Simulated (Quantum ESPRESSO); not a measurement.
# In in Quantum ESPRESSO: the effect of functional

In:

```
In
1.0
    -1.62547    1.62547    2.47370
     1.62547   -1.62547    2.47370
     1.62547    1.62547   -2.47370
In
1
Direct
  0.00000 0.00000 0.00000
```

Alike in all runs:

* Program: Quantum ESPRESSO 7.5
* Task: phonons
* Cutoff: 952 eV
* Density cutoff: 3810 eV
* k mesh: 9 × 9 × 9
* Occupations: cold, width 0.2 eV
* Spin: no spin polarisation

Each run relaxes the cell or the atoms first.

```csv
functional,potentials or basis,relaxed volume (Å³/atom),highest phonon frequency (cm⁻¹)
LDA,PseudoDojo 0.4.1 SR LDA standard,?,?
PBE,PseudoDojo 0.4.1 SR PBE standard,27.56,86
PBEsol,PseudoDojo 0.4.1 SR PBEsol standard,25.53,110
WC,PseudoDojo 0.4.1 SR PBE standard,25.66,109
AM05,PseudoDojo 0.4.1 SR PBE standard,25.54,109
RPBE,PseudoDojo 0.4.1 SR PBE standard,28.68,82
vdW-DF-cx,PseudoDojo 0.4.1 SR PBE standard,26.02,95
```

Q: What does the run with functional LDA give?

A: Relaxed volume 24.53 Å³/atom; highest phonon frequency 114 cm⁻¹.

Caveats: the q point doesn't lie on the k mesh, which can shift a metal's frequencies strongly unless the mesh is converged; the potentials were made for another functional, which shifts forces and pressure (some runs).
